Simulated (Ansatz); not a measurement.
AlN:

```
CELL_PARAMETERS angstrom
0.00000 2.03452 2.03452
2.03452 0.00000 2.03452
2.03452 2.03452 0.00000
ATOMIC_POSITIONS crystal
Al 0.50000 0.50000 0.50000
N 0.00000 0.00000 0.00000
```

Measurements of this composition are mostly on another form, of space group No. 186.

Program: Ansatz 0.2.0. Alike in all runs: task band structure; potentials or basis Ansatz PAW; no spin polarisation; cell as given; k mesh 11 × 11 × 11; smearing fermi-dirac 0.05 eV.

Problem. Order these runs on this cell by their band gap on the k mesh, lowest first.
A. level r2SCAN; cutoff (eV) 500
B. level LDA; cutoff (eV) 420
C. level revPBE; cutoff (eV) 420

Solution. B (4.42 eV), C (4.67 eV), A (5.42 eV).

Caveats: the k mesh misses the band edges, so the gap on the mesh is wider than the one along the path.

Runs at the PBE level aren't shown here.
